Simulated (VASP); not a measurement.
# Sb (I4/mmm) in VASP: further runs

One crystal, Sb, is run at these levels: r2SCAN; tasks: single point.

Program: VASP 6.6.1. These are calculated values, not measurements. Logs are shortened: lines on timing, memory, paths and dates and some standing lists are left out, and cuts for length are marked.

## (1) The crystal as given

It takes space group I4/mmm (No. 139, tetragonal). Conventional cell: a = 3.153 Å, b = 3.153 Å, c = 5.424 Å, α = 90.00°, β = 90.00°, γ = 90.00°. Around Sb (site symmetry 4/mmm) lie 12 Sb at 3.15 to 3.51 Å.

This isn't the form of Sb at room conditions, which is rhombohedral.

## (2) Single point, r2SCAN

Contents of INCAR:

```
SYSTEM = Sb
PREC = Accurate
ENCUT = 200
EDIFF = 1E-6
ISMEAR = 0
SIGMA = 0.1
LREAL = .FALSE.
LASPH = .TRUE.
NELM = 100
ALGO = Normal
ISIF = 2
LWAVE = .FALSE.
LCHARG = .FALSE.
METAGGA = R2SCAN
LMIXTAU = .TRUE.
ADDGRID = .FALSE.
```

Contents of KPOINTS:

```
regular mesh
0
G
  9 9 9
  0 0 0
```

Contents of POSCAR:

```
Sb
1.0
   -1.5638750000      1.6131910000      2.7402030000
    1.6104090000     -1.5604430000      2.7365900000
    1.5281950000      1.5247630000     -2.7095380000
Sb
1
Direct
    0.0004760000      0.0218010000      0.0165680000
```

Potentials or basis: VASP PAW PBE potentials, release 64 (Sb).

Command:

```console
$ cat potpaw_PBE.64/Sb/POTCAR > POTCAR
$ mpirun -np 1 vasp_std > vasp.out
```

OUTCAR:

```text
SYSTEM = Sb
   PREC = Accurate
   ENCUT = 200
   EDIFF = 1E-6
   ISMEAR = 0
   LREAL = .FALSE.
   LASPH = .TRUE.
   NELM = 100
   ISIF = 2
   METAGGA = R2SCAN

 Found    365 irreducible k-points:

 Following reciprocal coordinates:
            Coordinates               Weight
  0.000000  0.000000  0.000000      1.000000
  0.111111  0.000000  0.000000      2.000000
  0.222222  0.000000  0.000000      2.000000
  0.333333  0.000000  0.000000      2.000000
  0.444444  0.000000  0.000000      2.000000
 -0.000000  0.111111  0.000000      2.000000
   k-points           NKPTS =    365   k-points in BZ     NKDIM =    365   number of bands    NBANDS=      6
   number of dos      NEDOS =    301   number of ions     NIONS =      1
   total plane-waves  NPLWV =   4096
   dimension x,y,z NGX =    16 NGY =   16 NGZ =   16
   dimension x,y,z NGXF=    32 NGYF=   32 NGZF=   32
   ions per type =               1
   NGX,Y,Z   is equivalent  to a cutoff of   7.51,  7.52,  7.68 a.u.
   NGXF,Y,Z  is equivalent  to a cutoff of  15.01, 15.04, 15.36 a.u.
 SYSTEM =  Sb
   PREC   = accura    normal or accurate (medium, high low for compatibility)
   ISTART =      0    job   : 0-new  1-cont  2-samecut
   ICHARG =      2    charge: 1-file 2-atom 10-const
   ISPIN  =      1    spin polarized calculation?
   LNONCOLLINEAR =      F non collinear calculations
   LSORBIT =      F    spin-orbit coupling
   LASPH  =      T    aspherical Exc in radial PAW
   ENCUT  =  200.0 eV  14.70 Ry    3.83 a.u.   4.09  4.08  3.99*2*pi/ulx,y,z
   NELM   =    100;   NELMIN=  2; NELMDL= -5     # of ELM steps
   EDIFF  = 0.1E-05   stopping-criterion for ELM
   LREAL  =      F    real-space projection
   EDIFFG = 0.1E-04   stopping-criterion for IOM
   NSW    =      0    number of steps for IOM
   IBRION =     -1    ionic relax: 0-MD 1-quasi-New 2-CG
   NFREE  =      0    steps in history (QN), initial steepest desc. (CG)
   ISIF   =      2    stress and relaxation
   ISYM   =      2    0-nonsym 1-usesym 2-fastsym
   POTIM  = 0.5000    time-step for ionic-motion
   TEBEG  =    0.0;   TEEND  =   0.0 temperature during run
   PSTRESS=    0.0 pullay stress
   NELECT =       5.0000    total number of electrons
   NUPDOWN=      -1.0000    fix difference up-down
   EMIN   =  10.00;   EMAX   =-10.00  energy-range for DOS
   EFERMI =   0.00;   METHOD = LEGACY
   ISMEAR =     0;   SIGMA  =   0.10  broadening in eV -4-tet -1-fermi 0-gaus
   EFERMI_NEDOS =   21; number of points for ismear=-14 and -15
   IALGO  =     38    algorithm
   IMIX   =      4    mixing-type and parameters
     AMIX     =   0.40;   BMIX     =  1.00
     AMIX_MAG =   1.60;   BMIX_MAG =  1.00
  volume/ion in A,a.u.               =      26.96       181.95
  Fermi-wavevector in a.u.,A,eV,Ry     =   0.933573  1.764197 11.858272  0.871558
  Thomas-Fermi vector in A             =   2.060288
   LORBIT       =      0    0 simple, 1 ext, 2 COOP (PROOUT), +10 PAW based schemes
   METAGGA = R2SCAN    functional components
   LHFCALC =     F    Hartree Fock is set to
   AEXX    =    0.0000 exact exchange contribution
   IVDW    =     0    specifies the selected vdW correction
   LEPSILON=     F    determine dielectric tensor
   LRPA    =     F    only Hartree local field effects (RPA)
 non-spin polarized calculation
 Gauss-broadening in eV      SIGMA  =   0.10
  energy-cutoff  :      200.00
  volume of cell :       26.96
 maximum number of plane-waves:       182
   NGX =  9   NGY =  9   NGZ =  7

 number of electron       5.0000001 magnetization

 Free energy of the ion-electron system (eV)
  ---------------------------------------------------
  ext. energy  EPLUGINS =         0.00000000
  ---------------------------------------------------
  free energy    TOTEN  =       -25.28086052 eV

  energy without entropy =      -25.27754001  energy(sigma->0) =      -25.27920027

 E-fermi :   8.4416     XC(G=0): -10.7747

 val. band max:        8.4343477478   @ k =  -0.0000   0.2222   0.0000
 cond. band min:       8.4434791921   @ k =  -0.1111  -0.4444   0.3333
 fundamental gap:      0.0091314444
 Fermi energy:         8.4416245460

 k-point     1 :       0.0000    0.0000    0.0000
  band No.  band energies     occupation
      1      -5.1290      2.00000
      2      13.1613      0.00000
      3      14.2060      0.00000
      4      14.2629      0.00000
      5      18.1182      0.00000
      6      19.3591      0.00000

 k-point     2 :       0.1111    0.0000    0.0000
  band No.  band energies     occupation
      1      -4.8714      2.00000
      2      11.7696      0.00000
      3      12.9779      0.00000
      4      14.1982      0.00000
      5      17.8619      0.00000
      6      18.6554      0.00000

 k-point     3 :       0.2222    0.0000    0.0000
  band No.  band energies     occupation
      1      -4.1067      2.00000
      2       8.4212      1.22780
      3      11.8624      0.00000
      4      14.1793      0.00000
      5      16.4835      0.00000
      6      18.5957      0.00000

 k-point     4 :       0.3333    0.0000    0.0000
  band No.  band energies     occupation
      1      -2.8810      2.00000
      2       5.2104      2.00000
      3      10.9582      0.00000
      4      14.2469      0.00000
      5      15.5919      0.00000
      6      18.7264      0.00000

 k-point     5 :       0.4444    0.0000    0.0000
  band No.  band energies     occupation
      1      -1.4735      2.00000
      2       2.7678      2.00000
      3      10.4615      0.00000
      4      14.3469      0.00000
      5      15.1544      0.00000
      6      19.1055      0.00000

 k-point     6 :      -0.0000    0.1111    0.0000
  band No.  band energies     occupation
      1      -4.8709      2.00000
      2      11.7831      0.00000
      3      12.9624      0.00000
      4      14.1998      0.00000
      5      17.8453      0.00000
      6      18.6502      0.00000

 [... further k-points ...]

------------------------ aborting loop because EDIFF is reached ----------------------------------------

  FORCE on cell =-STRESS in cart. coord.  units (eV):
  Direction    XX          YY          ZZ          XY          YZ          ZX
  --------------------------------------------------------------------------------------
  -------------------------------------------------------------------------------------
  Total        0.0970111      0.1071057      0.4836434      0.0227517      0.0153835      0.0075904
  in kB        5.7647714      6.3646361     28.7399532      1.3519913      0.9141458      0.4510514
  external PRESSURE =      13.6231202 kB  Pullay stress =       0.0000000 kB

 VOLUME and BASIS-vectors are now :
 -----------------------------------------------------------------------------
  energy-cutoff  :      200.00
  volume of cell :       26.96
      direct lattice vectors                 reciprocal lattice vectors
    -1.563875000  1.613191000  2.740203000     0.002055809  0.316948054  0.179518554
     1.610409000 -1.560443000  2.736590000     0.317083613  0.001847581  0.179876686
     1.528195000  1.524763000 -2.709538000     0.322328449  0.322401118 -0.005843793

 POSITION                                       TOTAL-FORCE (eV/Angst)
 -----------------------------------------------------------------------------------
      0.05968     -0.00799      0.01607        -0.000000      0.000000      0.000000
 -----------------------------------------------------------------------------------
    total drift:                               -0.000003     -0.000001      0.000001

  FREE ENERGIE OF THE ION-ELECTRON SYSTEM (eV)
  ---------------------------------------------------
  free  energy   TOTEN  =       -25.2808605226 eV

  energy  without entropy=      -25.2775400118  energy(sigma->0) =      -25.27920027
```

It took 17 s on 1 thread of Intel Xeon 6975P-C (Granite Rapids), shared host; peak memory 0.12 GiB.

The run converged, but some of its settings lie outside the range that counts as converged, so its numbers aren't taken as properties of the crystal.

Results:

```yaml
Free_energy: -25.2809 eV
Pressure: 1.4 GPa
Band_gap_on_the_k_mesh: none (metal or under the smearing width)
```

Caveat: the cutoff is under 1.25 times the usual one of these potentials, so pressure, stress and relaxed cells hold a basis-set (Pulay) error; the PAW data sets were made with another functional, which shifts forces and pressure a little.

## (3) Single point, r2SCAN

Edit INCAR of step 2 so:

```diff
@@ -2,3 +2,3 @@
 PREC = Accurate
-ENCUT = 200
+ENCUT = 400
 EDIFF = 1E-6
```

Contents of KPOINTS:

```
regular mesh
0
G
  7 7 7
  0 0 0
```

Contents of POSCAR:

```
Sb
1.0
   -1.5765401831      1.5765401831      2.7119384313
    1.5765401831     -1.5765401831      2.7119384313
    1.5765401831      1.5765401831     -2.7119384313
Sb
1
Direct
    0.0000000000      0.0000000000      0.0000000000
```

Potentials or basis: VASP PAW PBE potentials, release 64 (Sb).

Command:

```console
$ cat potpaw_PBE.64/Sb/POTCAR > POTCAR
$ mpirun -np 1 vasp_std > vasp.out
```

Wall time 8.9 s (1 thread of Intel Xeon 6975P-C (Granite Rapids), shared host); peak memory 0.14 GiB.

These settings aren't checked as converged: the numbers below hold their error.

What came out:

```yaml
Free_energy: -25.2381 eV
Pressure: 1.9 GPa
Band_gap_on_the_k_mesh: none (metal or under the smearing width)
```

Caveat: the k mesh is coarse (spacing up to 0.40 Å⁻¹), so the values aren't converged; the PAW data sets were made with another functional, which shifts forces and pressure a little.

## (4) Single point, r2SCAN

INCAR is that of step 3.

KPOINTS is that of step 3.

Contents of POSCAR:

```
Sb
1.0
   -1.5638750000      1.6131910000      2.7402030000
    1.6104090000     -1.5604430000      2.7365900000
    1.5281950000      1.5247630000     -2.7095380000
Sb
1
Direct
    0.0004760000      0.0218010000      0.0165680000
```

Command:

```console
$ cat potpaw_PBE.64/Sb/POTCAR > POTCAR
$ mpirun -np 1 vasp_std > vasp.out
```

Wall time 26 s (1 thread of Intel Xeon 6975P-C (Granite Rapids), shared host); peak memory 0.15 GiB.

The run converged, but some of its settings lie outside the range that counts as converged, so its numbers aren't taken as properties of the crystal.

What came out:

```yaml
Free_energy: -25.2434 eV
Pressure: 2.0 GPa
Band_gap_on_the_k_mesh: none (metal or under the smearing width)
```

Caveat: the k mesh is coarse (spacing up to 0.41 Å⁻¹), so the values aren't converged; the PAW data sets were made with another functional, which shifts forces and pressure a little.

## (5) The reference run

An earlier run on the cell as given: functional PBEsol; potentials or basis VASP PAW PBE potentials, release 64 (Sb); cutoff 520 eV; k mesh 12 × 12 × 12; occupations fermi-dirac, width 0.05 eV; no spin polarisation.

- Pressure: -1.3 GPa
- Band gap on the k mesh: none (metal or under the smearing width)
